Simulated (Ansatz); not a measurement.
Crystal: ScAl3.

```
Sc Al
1.0
     4.08781    0.00000    0.00000
     0.00000    4.08781    0.00000
     0.00000    0.00000    4.08781
Sc Al
1 3
Direct
  0.00000 0.00000 0.00000
  0.50000 0.50000 0.00000
  0.00000 0.50000 0.50000
  0.50000 0.00000 0.50000
```

The cell is a database's computed one.

| Property | Result |
| --- | --- |
| Program | Ansatz 0.2.0 |
| Task | relaxation of cell and atoms |
| Functional | PBEsol |
| Dispersion | D4 |
| Potentials or basis | Ansatz PAW |
| Cutoff | 420 eV (not typed: the program's choice for these potentials) |
| k mesh | 7 × 7 × 7 |
| Occupations | fermi-dirac, width 0.05 eV |
| Spin | no spin polarisation |

At the start: volume 17.08 Å³/atom.

**Question.** Where does the relaxation end?

**Answer.** It ends after 5 steps and the volume is 16.54 Å³/atom (-3.2 %); space group Pm-3m (No. 221, to 0.05 Å).

The path:
| step | energy change (eV) | largest force (eV/Å) | volume (Å³) |
| --- | --- | --- | --- |
| 1 | 0.0000 | 0.0000 | 68.31 |
| 2 | -0.0095 | 0.0000 | 64.57 |
| 3 | -0.0208 | 0.0000 | 66.23 |
| 4 | -0.0209 | 0.0000 | 66.15 |
| 5 | -0.0203 | 0.0000 | 66.15 |

Final structure:
```cif
data_structure
_symmetry_space_group_name_H-M 'P 1'
_symmetry_Int_Tables_number 1
_cell_length_a 4.0443
_cell_length_b 4.0443
_cell_length_c 4.0443
_cell_angle_alpha 90.000
_cell_angle_beta 90.000
_cell_angle_gamma 90.000
_cell_volume 66.15
loop_
_atom_site_label
_atom_site_type_symbol
_atom_site_fract_x
_atom_site_fract_y
_atom_site_fract_z
_atom_site_occupancy
Sc1 Sc 0.00000 0.00000 0.00000 1
Al1 Al 0.50000 0.50000 0.00000 1
Al2 Al 0.00000 0.50000 0.50000 1
Al3 Al 0.50000 0.00000 0.50000 1
```

Caveat: the plane-wave basis is chosen anew once the cell has moved, so the energies of steps on either side of that aren't comparable; the PAW data sets come from PBE, with cores solved anew for the run's functional, which leaves a small shift of forces and pressure.
